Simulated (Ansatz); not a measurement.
NaI: the gap against volume

NaI, Fm-3m, a = 6.528 Å. Ansatz: PBE, PAW, 420 eV, Γ-centred 6×6×6 mesh on 2 atoms, Gaussian smearing 0.02 eV; no spin polarisation. Symmetry fixes shape and atoms, so the cell is only scaled; x = ln(V/V0) with V0 = 34.777 Å³/atom. The gap is read at the mesh points alone.

```
      x gap y (eV)
-0.0619           ?
-0.0305       3.657
 0.0000       3.578
 0.0296       3.504
 0.0583       3.436
```

Fit a straight line to the other rows, give the volume deformation potential of the gap and its pressure coefficient, and predict the missing gap. B0 = 15.1 GPa.

Means x = 0.01435, y = 3.5437; Σ(Δx)² = 0.004382, ΣΔxΔy = -0.01091; the slope is their ratio. y = 3.5795 − 2.4905 x. The slope is the deformation potential a = dE_g/d ln V = -2.49 eV, and dE_g/dP = −a/B0 = 165 meV/GPa. At x = -0.0619 the fit asked for gives 3.734 eV. The run gave 3.744 eV, so the fit is 0.010 eV too low, 3.2 % of the span of the series, against an rms of 0.002 eV on the fitted rows. The row lies outside the fitted range. With a term in x² added, a fit to the same known rows predicts 3.742 eV, so most of the miss is curvature that the known rows already hold.

Spin-orbit coupling is left out, which matters for the bands of heavy elements. Semilocal functionals give gaps under the measured ones; changes of the gap mostly carry over better.